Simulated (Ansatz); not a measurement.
# Zn (Im-3m) in Ansatz: settings compared, part 2 of 2

Ansatz 0.2.0. Earlier steps stand in the parts before.

## (5) Relaxation of cell and atoms, PBE

input.yaml reads:

```yaml
crystal:
  lattice:
    - [-1.569037, 1.569037, 1.569037]
    - [1.569037, -1.569037, 1.569037]
    - [1.569037, 1.569037, -1.569037]
  atoms:
    - { symbol: Zn, position: [0.0, 0.0, 0.0] }
hamiltonian:
  xc: pbe
  pseudopotentials: { kind: paw }
kpoints:
  mp_grid: { grid: [12, 12, 12] }
scf:
  occupations: { method: fermi_dirac, width: 0.05 }
output:
  forces: true
  stress: true
  eigenvalues: true
relax:
  f_tol: 0.01
  max_steps: 40
  cell: { stress_tol: 0.05 }
```

Potentials or basis: Ansatz PAW.

On the command line:

```bash
ansatz run input.yaml --threads 2 --pin off --max-ram 5632MiB --backend cpu --events-out ev --progress --plain --runs-dir out
```

What it wrote:

```text
Warning: RAYON_NUM_THREADS=2 ignored (pool sized by the plan → 2); use --threads N
Engine: ansatz 0.2.0, aarch64-unknown-linux-gnu
Pseudopotentials: kind: paw
Pseudopotential: Zn, paw, valence charge 12, recommended cutoff 420 eV (normal), Zn.paw.azcp
Functional definition: PBE
  parameter kappa = 0.804
  parameter beta = 0.06672455060314922
  exchange = pbe_x(kappa = kappa, mu = beta*pi^2/3)
  correlation = pbe_c(beta = beta)
Crystal: 1 atoms, lattice volume = 15.451 Å³
Basis set: ecut = 420 eV, 321 PW (Γ), exchange–correlation on 40×40×40 points (8 copies of the dense FFT grid, shifted against one another)
Bands: 10, of which v1, the nominal top of the filled ones, is band 6 counted from 1 (5 counted from 0)
Symmetry: 48 space group operations
Space group: Im-3m (ITA 229), of the structure as read, at distance tolerance 2.5e-5 Å
k-points: 72 of 1728
Non-local potential: Zn, projectors of the file, l = 0: 2, l = 1: 2, l = 2: 3, l = 3: 1
PAW form: soft (Blöchl's): semilocal exchange-correlation on the pseudo side does not see the compensation charge
PAW one-centre angular grid: Zn, 590 points (default); XC on 64 Gauss nodes
Initial density: superposition of atomic densities (neutral atoms: chi_scale 0, normalization atom), corrected by the library's trained network
Initial wavefunctions: pseudopotential atomic-orbital guess
Functional: x = pbe(κ = 0.804, μ = 0.2195149727645171), c = pbe(β = 0.06672455060314922)
SCF iter   1: F=—  HF=-3318.940170 eV  |F-HF|=—  |Δ(HF+E_count)|=         —  Δρ=3.35e-3  dr2=1.03e-3  ethr=1.77e-3  ⟨swp⟩=5.1  Hψ=4665  notcnv=0
preconditioner: auto → none  [metal: Δε(μ)=0.101 eV  Ē_g=17.162 eV  σ=0.050 eV  W_gap=0.46  n_scr=0 (ndim 8)  ℏωp=32.7 eV  f_vac=0.000  D(μ)=0.46/eV (n_scr^D=0)]
SCF iter   2: F=—  HF=-3318.940092 eV  |F-HF|=—  |Δ(HF+E_count)|=   7.79e-5  Δρ=2.66e-3  dr2=5.73e-4  ethr=8.61e-6  ⟨swp⟩=2.0  Hψ=1959  notcnv=0  defer=4
SCF iter   3: F=—  HF=-3318.939777 eV  |F-HF|=—  |Δ(HF+E_count)|=   3.15e-4  Δρ=4.13e-4  dr2=9.15e-6  ethr=4.78e-6  ⟨swp⟩=2.0  Hψ=1075  notcnv=0  defer=4
SCF iter   4: F=—  HF=-3318.939776 eV  |F-HF|=—  |Δ(HF+E_count)|=   1.32e-6  Δρ=1.68e-4  dr2=2.46e-6  ethr=7.62e-8  ⟨swp⟩=2.1  Hψ=1159  notcnv=0  defer=4
iter 5 did not close the SCF: its close was put off for the readings that it lacked (scf_convergence_deferred on its scf_iter line)
SCF iter   5: F=-3318.939777 eV  HF=-3318.939777 eV  |F-HF|=5.89e-8  |Δ(HF+E_count)|=   5.29e-7  Δρ=3.48e-5  dr2=8.40e-8  ethr=2.05e-8  ⟨swp⟩=2.0  Hψ=1134  notcnv=0  defer=4
SCF iter   6: F=-3318.939777 eV  HF=-3318.939777 eV  |F-HF|=5.46e-8  |Δ(HF+E_count)|=   2.38e-8  Δρ=2.46e-5  dr2=5.05e-8  ethr=7.00e-10  ⟨swp⟩=3.1  Hψ=2523  notcnv=0
SCF 1 converged in 6 iterations: F = -3318.939777 eV  dr2 = 5.05e-8
relax step   1: F+E_penalty+E_count = -3318.93977661 eV  Δ(F+E_penalty+E_count) = +0.000e0 eV  max|allowed force component| = 0.000e0 eV/Å  Δτ_max = 0.0000 Å  P = -0.347 GPa  Ω = 15.451 Å³  (6 SCF iters, dr2 threshold 1.00e-7 eV, accepted)
Crystal: 1 atoms, lattice volume = 15.394 Å³
Initial density: handed on by an earlier stage of this run
Initial wavefunctions: those handed on with the density
iter 1 solved again at ethr=1.52e-7 eV; its pass at ethr=3.10e-3 eV (dr2=1.83e-5 eV) is discarded
SCF iter   1: F=—  HF=-3318.939900 eV  |F-HF|=—  |Δ(HF+E_count)|=         —  Δρ=3.84e-4  dr2=1.65e-5  ethr=1.52e-7  ⟨swp⟩=2.2  Hψ=6439  notcnv=0
preconditioner: auto → none  [metal: Δε(μ)=0.090 eV  Ē_g=17.165 eV  σ=0.050 eV  W_gap=0.42  n_scr=0 (ndim 8)  ℏωp=32.8 eV  f_vac=0.000  D(μ)=0.47/eV (n_scr^D=0)]
SCF iter   2: F=—  HF=-3318.939896 eV  |F-HF|=—  |Δ(HF+E_count)|=   4.38e-6  Δρ=1.78e-4  dr2=1.96e-6  ethr=1.38e-7  ⟨swp⟩=2.0  Hψ=1121  notcnv=0
SCF iter   3: F=—  HF=-3318.939894 eV  |F-HF|=—  |Δ(HF+E_count)|=   1.81e-6  Δρ=4.50e-5  dr2=3.20e-7  ethr=1.63e-8  ⟨swp⟩=2.0  Hψ=1140  notcnv=0
SCF iter   4: F=-3318.939894 eV  HF=-3318.939894 eV  |F-HF|=1.59e-9  |Δ(HF+E_count)|=   1.27e-7  Δρ=7.18e-6  dr2=4.00e-9  ethr=8.33e-10  ⟨swp⟩=4.6  Hψ=2826  notcnv=0
SCF 2 converged in 4 iterations: F = -3318.939894 eV  dr2 = 4.00e-9
relax step   2: F+E_penalty+E_count = -3318.93989397 eV  Δ(F+E_penalty+E_count) = -1.174e-4 eV  max|allowed force component| = 0.000e0 eV/Å  Δτ_max = 0.0000 Å  P = -0.124 GPa  Ω = 15.394 Å³  energy of the carried Pulay correction = +3.413e-5 eV  (4 SCF iters, dr2 threshold 1.00e-7 eV, accepted)
Crystal: 1 atoms, lattice volume = 15.363 Å³
iter 1 solved again at ethr=4.31e-8 eV; its pass at ethr=3.10e-3 eV (dr2=5.17e-6 eV) is discarded
SCF iter   1: F=—  HF=-3318.939927 eV  |F-HF|=—  |Δ(HF+E_count)|=         —  Δρ=1.99e-4  dr2=4.66e-6  ethr=4.31e-8  ⟨swp⟩=2.2  Hψ=6423  notcnv=0
preconditioner: auto → none  [metal: Δε(μ)=0.085 eV  Ē_g=17.186 eV  σ=0.050 eV  W_gap=0.40  n_scr=0 (ndim 8)  ℏωp=32.8 eV  f_vac=0.000  D(μ)=0.48/eV (n_scr^D=0)]
SCF iter   2: F=—  HF=-3318.939925 eV  |F-HF|=—  |Δ(HF+E_count)|=   1.85e-6  Δρ=9.73e-5  dr2=5.63e-7  ethr=3.88e-8  ⟨swp⟩=2.0  Hψ=1116  notcnv=0
SCF iter   3: F=—  HF=-3318.939925 eV  |F-HF|=—  |Δ(HF+E_count)|=   4.94e-7  Δρ=2.47e-5  dr2=9.84e-8  ethr=4.69e-9  ⟨swp⟩=2.0  Hψ=1137  notcnv=0
SCF iter   4: F=-3318.939925 eV  HF=-3318.939925 eV  |F-HF|=1.13e-9  |Δ(HF+E_count)|=   3.43e-8  Δρ=5.36e-6  dr2=1.83e-9  ethr=3.19e-10  ⟨swp⟩=4.1  Hψ=2284  notcnv=0
SCF 3 converged in 4 iterations: F = -3318.939925 eV  dr2 = 1.83e-9
relax step   3: F+E_penalty+E_count = -3318.93992482 eV  Δ(F+E_penalty+E_count) = -3.085e-5 eV  max|allowed force component| = 0.000e0 eV/Å  Δτ_max = 0.0000 Å  P = +0.001 GPa  Ω = 15.363 Å³  energy of the carried Pulay correction = +5.301e-5 eV  (4 SCF iters, dr2 threshold 3.83e-8 eV, accepted)
Initial wavefunctions: pseudopotential atomic-orbital guess (no wavefunctions were taken with the density)
iter 1 solved again at ethr=1.03e-6 eV; its pass at ethr=3.10e-3 eV (dr2=1.24e-4 eV) is discarded
SCF iter   1: F=—  HF=-3318.939881 eV  |F-HF|=—  |Δ(HF+E_count)|=         —  Δρ=6.48e-6  dr2=3.34e-9  ethr=1.03e-6  ⟨swp⟩=2.2  Hψ=6363  notcnv=0
eigensolver tolerance schedule: the retry pair's looser diagonalisation over-reported the residual by 37151.97 of it (diagonalisation noise at an unbounded share of the residual, at the tolerance the schedule requests for it); recorded, not acted on — ethr = c·dr2/N_el stays at c = 1.0e-1
preconditioner: auto → none  [metal: Δε(μ)=0.086 eV  Ē_g=17.189 eV  σ=0.050 eV  W_gap=0.40  n_scr=0 (ndim 8)  ℏωp=32.8 eV  f_vac=0.000  D(μ)=0.48/eV (n_scr^D=0)]
SCF iter   2: F=—  HF=-3318.939880 eV  |F-HF|=—  |Δ(HF+E_count)|=   4.73e-7  Δρ=1.23e-5  dr2=1.33e-8  ethr=2.78e-11  ⟨swp⟩=3.2  Hψ=1507  notcnv=0
SCF iter   3: F=—  HF=-3318.939880 eV  |F-HF|=—  |Δ(HF+E_count)|=   1.71e-9  Δρ=3.26e-6  dr2=7.39e-10  ethr=2.78e-11  ⟨swp⟩=2.0  Hψ=1150  notcnv=0
SCF iter   4: F=-3318.939880 eV  HF=-3318.939880 eV  |F-HF|=2.27e-11  |Δ(HF+E_count)|=   1.19e-9  Δρ=4.57e-7  dr2=6.06e-12  ethr=1.00e-12  ⟨swp⟩=4.3  Hψ=3536  notcnv=0
SCF 4 converged in 4 iterations: F = -3318.939880 eV  dr2 = 6.06e-12
relax step   4: F+E_penalty+E_count = -3318.93988046 eV  Δ(F+E_penalty+E_count) = +4.437e-5 eV  max|allowed force component| = 0.000e0 eV/Å  Δτ_max = 0.0000 Å  P = +0.002 GPa  Ω = 15.363 Å³  stress off target by 1.93e-3 GPa  SCF on the basis re-selected at this cell (its energy is not comparable with the rows above)  (4 SCF iters)
basis re-selected at this cell: Δ(F+E_penalty+E_count) = +4.437e-5 eV, ΔP = +0.001 GPa vs the last step (what re-selecting the basis moved, of the pressure what is left beyond the Pulay correction that the steps carried, after the strain that the cell walked since its last selection, with what the two solves' SCF thresholds leave and, on support functions, any second-order correction that the steps lacked; it is no measure of the basis error at this ecutwfc). This SCF's stress stands 1.93e-3 GPa from its target on what of the cell is left free (relax.cell.stress_tol is 5.00e-2 GPa) and its largest allowed force component is 0.00e0 eV/Å (relax.f_tol is 1.00e-2 eV/Å): within both
SCF converged after 4 iterations
Free energy (F): -3318.939880 eV
Harris-Foulkes:  -3318.939880 eV  (|F-HF|=2.27e-11)
Internal energy: -3318.936163 eV  (E = F + TS)
E sigma→0 (E₀):  -3318.938022 eV
Entropy (-TS):   -0.003718 eV (-3.718 meV/atom)
Fermi energy:    10.959564 eV
--- Per-component energies (eV) ---
  E_band       = 47.891739
  E_kinetic    = 130.853484
  E_local      = -1537.629992  (includes V_loc(G=0)·N_el)
  E_nonlocal   = 610.962452
  E_hartree    = 644.209626
  E_xc         = -137.554489
  E_vxc        = -52.392640  (∫ρ·V_xc dr)
  E_paw        = -1825.136417  (= ΣΔE_a)
  E_vpaw       = -392.320539  (= ΣTr[D̂ρ^β])
  E_aug_tail   = -0.000318  (compensation charges beyond the density's cutoff)
  E_ewald      = -1204.640509
  E_smearing   = -0.003718  (= −TS)
  E_closure    = 0.000000  (closes the sum)
  Σ components = -3318.939880   (vs F -3318.939880, Δ=0.00e0)
--- Forces (eV/Å), atoms counted from 1 ---
  atom   1  Zn    -0.00000000    -0.00000000     0.00000000
  max |Σ_I F_I| component: 8.01e-32 eV/Å
--- Stress (GPa, compression-positive) ---
        0.001928      -0.000000      -0.000000
        0.000000       0.001928      -0.000000
       -0.000000       0.000000       0.001928
  P = ⅓ Tr σ = 0.0019 GPa (0.019 kbar)
--- Band table (eV; the first three rows and the last of 72) ---
  k-point 0: bands = ["0.6000", "3.2349", "3.2349", "3.2349", "3.7382", "3.7382", "30.0196", "30.0196", "30.0196", "31.3834"]
  k-point 1: bands = ["0.8192", "3.2143", "3.2398", "3.2863", "3.7193", "3.7395", "27.1703", "28.5733", "29.0305", "30.1203"]
  k-point 2: bands = ["1.4490", "3.1584", "3.2679", "3.4299", "3.6830", "3.7436", "22.9906", "26.5367", "27.2488", "28.6749"]
  k-point 71: bands = ["2.6788", "2.6788", "3.9943", "3.9943", "3.9943", "15.1514", "15.1514", "15.1514", "18.4895", "19.5133"]
--- Relaxed structure (3 steps of the walk, 3 accepted, 1 SCFs on fresh bases) ---
  F+E_penalty+E_count = -3318.93988046 eV   max|allowed force component| = 0.000e0 eV/Å   (the final SCF, on the basis selected at the relaxed cell)
  cell:  # Å, volume = 15.3631 Å³
    - [-1.5660540715820694, 1.5660540715820694, 1.5660540715820694]
    - [1.5660540715820694, -1.5660540715820694, 1.5660540715820694]
    - [1.5660540715820694, 1.5660540715820694, -1.5660540715820694]
  atoms:
    - { symbol: Zn, position: [0.0, 0.0, 0.0] }
```

Run time: 1.8 s. Hardware: 2 threads of Arm Neoverse V2, shared host; peak memory 0.27 GiB.

What came out:

| Quantity | Value |
| --- | --- |
| Free energy | -3318.9399 eV |
| Relaxed volume | 15.36 Å³/atom |
| Relaxed cell | a = 2.712 Å, b = 2.712 Å, c = 2.712 Å, α = 109.47°, β = 109.47°, γ = 109.47° |
| Space group after relaxing (to 0.05 Å) | Im-3m (No. 229) |
| Energy gained by relaxing | 0.1 meV/atom |
| Ionic steps | 4 |
| Pressure after relaxing | 0.0 GPa |
| Band gap on the k mesh | none (metal or under the smearing width) |

The path:
```csv
step,energy change (eV),largest force (eV/Å),volume (Å³)
1,0.0000,0.0000,15.45
2,-0.0001,0.0000,15.39
3,-0.0001,0.0000,15.36
4,-0.0001,0.0000,15.36
```

Final structure:
```cif
data_structure
_symmetry_space_group_name_H-M 'P 1'
_symmetry_Int_Tables_number 1
_cell_length_a 2.7125
_cell_length_b 2.7125
_cell_length_c 2.7125
_cell_angle_alpha 109.471
_cell_angle_beta 109.471
_cell_angle_gamma 109.471
_cell_volume 15.36
loop_
_atom_site_label
_atom_site_type_symbol
_atom_site_fract_x
_atom_site_fract_y
_atom_site_fract_z
_atom_site_occupancy
Zn1 Zn 0.00000 0.00000 0.00000 1
```

Levels at points of the mesh, in eV from the Fermi level:
| k point | band 4 | band 5 | band 6 | band 7 | band 8 | band 9 |
| --- | --- | --- | --- | --- | --- | --- |
| (0.00, 0.00, 0.00) | -7.72 | -7.22 | -7.22 | 19.06 | 19.06 | 19.06 |
| (0.00, 0.00, -0.50) | -7.19 | -6.89 | -2.65 | -0.96 | 11.30 | 12.62 |
| (-0.50, -0.50, -0.50) | -6.97 | -6.97 | 4.19 | 4.19 | 4.19 | 7.53 |

Caveat: the plane-wave basis is chosen anew once the cell has moved, so the energies of steps on either side of that aren't comparable.

## (6) Relaxation of cell and atoms, LDA

Edit input.yaml of step 5 so:

```diff
@@ -8,3 +8,3 @@
 hamiltonian:
-  xc: pbe
+  xc: lda
   pseudopotentials: { kind: paw }
@@ -18,2 +18,6 @@
   eigenvalues: true
+  write_density: true
+  write_potential: true
+  elf: true
+  volumetric_format: npy
 relax:
```

Potentials or basis: Ansatz PAW.

On the command line:

```bash
ansatz run input.yaml --threads 2 --pin off --max-ram 5632MiB --backend cpu --events-out ev --progress --plain --runs-dir out
```

It took 2.6 s on 2 threads of Arm Neoverse V2, shared host; peak memory 0.27 GiB.

The run converged. Its results:

```
Free energy                            : -3246.1510 eV
Relaxed volume                         : 13.63 Å³/atom
Relaxed cell                           : a = 2.607 Å, b = 2.607 Å, c = 2.607 Å, α = 109.47°, β = 109.47°, γ = 109.47°
Space group after relaxing (to 0.05 Å) : Im-3m (No. 229)
Energy gained by relaxing              : 53.9 meV/atom
Ionic steps                            : 5
Pressure after relaxing                : 0.0 GPa
Band gap on the k mesh                 : none (metal or under the smearing width)
```

Step by step:
| step | energy change (eV) | largest force (eV/Å) | volume (Å³) |
| --- | --- | --- | --- |
| 1 | 0.0000 | 0.0000 | 15.45 |
| 2 | -0.0492 | 0.0000 | 14.14 |
| 3 | -0.0537 | 0.0000 | 13.45 |
| 4 | -0.0545 | 0.0000 | 13.63 |
| 5 | -0.0539 | 0.0000 | 13.63 |

Final structure:
```cif
data_structure
_symmetry_space_group_name_H-M 'P 1'
_symmetry_Int_Tables_number 1
_cell_length_a 2.6067
_cell_length_b 2.6067
_cell_length_c 2.6067
_cell_angle_alpha 109.471
_cell_angle_beta 109.471
_cell_angle_gamma 109.471
_cell_volume 13.63
loop_
_atom_site_label
_atom_site_type_symbol
_atom_site_fract_x
_atom_site_fract_y
_atom_site_fract_z
_atom_site_occupancy
Zn1 Zn 0.00000 0.00000 0.00000 1
```

Levels at points of the mesh, in eV from the Fermi level:
| k point | band 3 | band 4 | band 5 | band 6 | band 7 | band 8 | band 9 | band 10 |
| --- | --- | --- | --- | --- | --- | --- | --- | --- |
| (0.00, 0.00, 0.00) | -8.24 | -8.24 | -7.61 | -7.61 | 20.79 | 20.79 | 20.79 | 21.43 |
| (0.00, 0.00, -0.50) | -7.65 | -7.57 | -7.20 | -3.22 | -0.87 | 12.08 | 13.32 | 16.20 |
| (-0.50, -0.50, -0.50) | -7.30 | -7.30 | -7.30 | 4.26 | 4.26 | 4.26 | 8.72 | 9.08 |

Caveat: the plane-wave basis is chosen anew once the cell has moved, so the energies of steps on either side of that aren't comparable; the PAW data sets come from PBE, with cores solved anew for the run's functional, which leaves a small shift of forces and pressure.

## (7) The runs side by side

```tsv
task	level	cell	smearing	gap on the mesh (eV)	pressure (GPa)	relaxed volume (Å³/atom)
relaxation of cell and atoms	PBEsol	relaxed	fermi-dirac 0.05 eV	none	0.0	14.27
relaxation of cell and atoms	RPBE	relaxed	fermi-dirac 0.05 eV	none	0.0	16.14
single point	PBE	as given	gaussian 0.011 eV	none	-0.2	-
relaxation of cell and atoms	PBE	relaxed	fermi-dirac 0.05 eV	none	0.0	15.36
relaxation of cell and atoms	LDA	relaxed	fermi-dirac 0.05 eV	none	0.0	13.63
```

Alike in all rows: potentials or basis Ansatz PAW; no spin polarisation; k mesh 12 × 12 × 12; cutoff (eV) 420.

Caveats: the plane-wave basis is chosen anew once the cell has moved, so the energies of steps on either side of that aren't comparable (some runs); the PAW data sets come from PBE, with cores solved anew for the run's functional, which leaves a small shift of forces and pressure (some runs).

Absolute energies hang on the potentials; compare differences alone.
